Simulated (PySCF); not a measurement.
Molecule: `OC(C)(C)C`, C$_{4}$H$_{10}$O.

Geometry (Å), atoms numbered from 1 in this order:
```xyz
15

C     0.166   -1.362   -0.451
C    -0.090   -0.018    0.228
C    -0.890    0.906   -0.688
C     1.222    0.636    0.636
O    -0.799   -0.222    1.440
H     0.754   -1.247   -1.374
H     0.710   -2.032    0.231
H    -0.786   -1.849   -0.721
H    -1.098    1.857   -0.177
H    -0.349    1.120   -1.622
H    -1.854    0.445   -0.960
H     1.847    0.855   -0.243
H     1.783   -0.028    1.311
H     1.023    1.576    1.172
H    -1.639   -0.638    1.219
```

Spin–spin couplings on one PBE0-D3(BJ)/def2-SVP geometry, PySCF, gas phase, non-relativistic, equivalent pairs averaged (without the spin–dipole term); isotopes ¹³C; basis pcJ-1.

Reference values (Hz): ¹J(C1,C2) = 39.5 (measured; liquid or solution; F. J. Weigert, PhD thesis, Caltech 1968 (Carbon-13 magnetic resonance spectroscopy)).

Question: How do the couplings (Hz) change with the functional? Times are CPU seconds on shared hosts with different chips, so compare them loosely.

Answer: 
```tsv
functional	functions	¹J(C1,C2)	abs. error	core-s
HF	235	68.8	29.3	24
LDA	235	24.1	15.4	23
PBE	235	33.3	6.2	29
KT2	235	24.6	14.9	29
B3LYP	235	39.8	0.3	23
PBE0	235	38.4	1.1	28
B97-2	235	37.3	2.2	31
BHandHLYP	235	48.7	9.2	25
CAM-B3LYP	235	40.0	0.5	36
```

Errors compare magnitudes, without vibrational corrections. Closest: B3LYP and CAM-B3LYP, practically level; furthest: HF.
